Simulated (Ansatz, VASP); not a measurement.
## TlBr: VASP beside Ansatz

The input INCAR:

```
SYSTEM = TlBr
  PREC = Accurate
  ENCUT = 520
  EDIFF = 1E-6
  ISMEAR = -1
  SIGMA = 0.02
  LREAL = .False.
  LASPH = .True.
  NELM = 100
  ALGO = Fast
  ISIF = 2
  LWAVE = .False.
  LCHARG = .False.
  GGA = PE
  NBANDS = 17
```

Contents of KPOINTS:

```
regular mesh
0
Gamma
  4 4 4
  0 0 0
```

File POSCAR:

```
TlBr
1.0
    3.9800000000      0.0000000000      0.0000000000
    0.0000000000      3.9800000000      0.0000000000
    0.0000000000      0.0000000000      3.9800000000
Tl Br
1 1
Direct
    0.0000000000      0.0000000000      0.0000000000
    0.5000000000      0.5000000000      0.5000000000
```

Input for Ansatz:

```yaml
crystal:
  lattice:
    - [3.98, 0.0, 0.0]
    - [0.0, 3.98, 0.0]
    - [0.0, 0.0, 3.98]
  atoms:
    - { symbol: Tl, position: [0.0, 0.0, 0.0] }
    - { symbol: Br, position: [0.5, 0.5, 0.5] }
kpoints:
  mp_grid:
    grid: [4, 4, 4]
    shift: [0.0, 0.0, 0.0]
hamiltonian:
  xc: pbe
scf:
  n_extra_bands: 10
  convergence:
    dr2_threshold: 1.0e-07
  occupations:
    method: fermi_dirac
    width: 0.02
output:
  dos:
    de: 0.1
    method:
      smearing:
        sigma: 0.15
    projected: true
```

Alike in both runs: task single point; functional PBE; k mesh 4 × 4 × 4; occupations fermi-dirac, width 0.02 eV; no spin polarisation.

|  | VASP | Ansatz |
| --- | --- | --- |
| version | VASP 6.6.1 | Ansatz 0.2.0 |
| potentials or method | VASP PAW PBE potentials, release 64 (Tl_d, Br) | plane waves, PAW |
| plane-wave cutoff (eV) | 520 | 420 |
| valence electrons in the cell | 20 | 20 |

|  | VASP | Ansatz | Ansatz less VASP |
| --- | --- | --- | --- |
| gap on the k mesh at the Fermi level (eV) | 1.85 | 1.85 | -0.006 |

Caveats: spin-orbit coupling is left out, which as a rule narrows the gap of such compounds by several tenths of an eV. A k mesh can miss the band edges. As with any semilocal functional, this PBE gap is likely too small.
